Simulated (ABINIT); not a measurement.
CuAu:

```xyz
2
Lattice="2.8107 0.0000 0.0000 0.0000 2.8107 0.0000 0.0000 0.0000 3.6850" Properties=species:S:1:pos:R:3 pbc="T T T"
Au    0.0000    0.0000    0.0000
Cu    1.4054    1.4054    1.8425
```

Program: ABINIT 10.8.3 (patched build). Alike in all runs: task band structure; potentials or basis JTH PAW PBE v2.0; no spin polarisation; cell as given; k mesh 9 × 9 × 7; cutoff (eV) 844; smearing fermi-dirac 0.05 eV.

Q: Order these runs on this cell by their pressure, lowest first.
A. level WC
B. level BLYP
C. level RPBE
D. level AM05
E. level PW91

A: D (-4.3 GPa), A (-2.5 GPa), E (4.7 GPa), C (8.5 GPa), B (14.8 GPa).

Caveats: the PAW data sets were made with another functional, which shifts forces and pressure a little.

Runs at the PBE level aren't shown here.
